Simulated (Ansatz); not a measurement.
Quick settings and what they miss: BeO (P6_3mc, 12 atoms in the cell)

Self-consistent single point.

```yaml
crystal:
  lattice:
    - [2.76364, 0.00000, 0.00000]
    - [-1.38182, 2.39338, 0.00000]
    - [0.00000, 0.00000, 13.56106]
  atoms:
    - { symbol: Be, position: [0.00000, 0.00000, 0.00000] }
    - { symbol: Be, position: [0.00000, 0.00000, 0.50000] }
    - { symbol: Be, position: [0.66667, 0.33333, 0.83325] }
    - { symbol: Be, position: [0.33333, 0.66667, 0.33325] }
    - { symbol: Be, position: [0.66667, 0.33333, 0.16650] }
    - { symbol: Be, position: [0.33333, 0.66667, 0.66650] }
    - { symbol: O, position: [0.00000, 0.00000, 0.87460] }
    - { symbol: O, position: [0.00000, 0.00000, 0.37460] }
    - { symbol: O, position: [0.66667, 0.33333, 0.70785] }
    - { symbol: O, position: [0.33333, 0.66667, 0.20785] }
    - { symbol: O, position: [0.66667, 0.33333, 0.04150] }
    - { symbol: O, position: [0.33333, 0.66667, 0.54150] }
```

Method of the run: PBE, PAW files (plane waves; Ansatz, a program for electronic structure).

Base settings: basis.ecutwfc = 30.9 Ry; kpoints.mp_grid.grid = 9 9 2; hamiltonian.xc = pbe; hamiltonian.pseudopotentials = {kind: paw} (the program's default PAW files); scf.occupations.method = cold; scf.occupations.width = 0.0073 Ry.

Tight run (finer mesh or higher cutoff; not a proven limit): basis.ecutwfc: 30.9 Ry → 43.4 Ry; kpoints.mp_grid.grid: 9 9 2 → 13 13 3; scf.convergence.dr2_threshold: default (1e-07 eV) → 1e-09 eV. It gave top of the valence band (on the code's own zero) 4.99 eV; gap on the k-point mesh 6.77 eV; pressure -12.08 GPa; largest force (vector length) 0.067 eV/Å.

Quick runs, as changes from the base:
- A: the base itself
- B: basis.ecutwfc: 30.9 Ry → 24.6 Ry; kpoints.mp_grid.grid: 9 9 2 → 6 6 6

Gaps are read on each run's own mesh, which may miss the band edges.

The count of work is k-points × plane waves × bands × iterations; it is no time. 

Pressures in the table are Ansatz's without its Pulay estimate, at a fixed set of plane waves; the tight run's value above holds the estimate.

The starting cell was generated: these elements placed on a structure prototype, without a prior relaxation; it need not be a known phase or ordering of this composition. Its lattice was rescaled by a random factor within 2.5 % of one. In the base run, with a pressure of about -12 GPa the cell is away from its equilibrium volume at this level.

```
run  energy less tight (meV/atom)  pressure less tight (GPa)  gap on the mesh less tight (eV)  count of work / tight
---  ----------------------------  -------------------------  -------------------------------  ---------------------
A                             1.6                      -0.42                            0.000                   0.30
B                            56.3                      -9.32                           -0.040                   0.23
```

Among the runs at the tight run's level, the energy misses run from 1.6 to 56.3 meV/atom.

Left out of this page: 1 run of the series outside the window shown, repeating another row's setting, or not comparable; 2 runs of the series unsound by tests on forces, stress, charge or solver warnings; 1 run of the series with a known weakness of the program.

Keys are those of Ansatz 0.2.
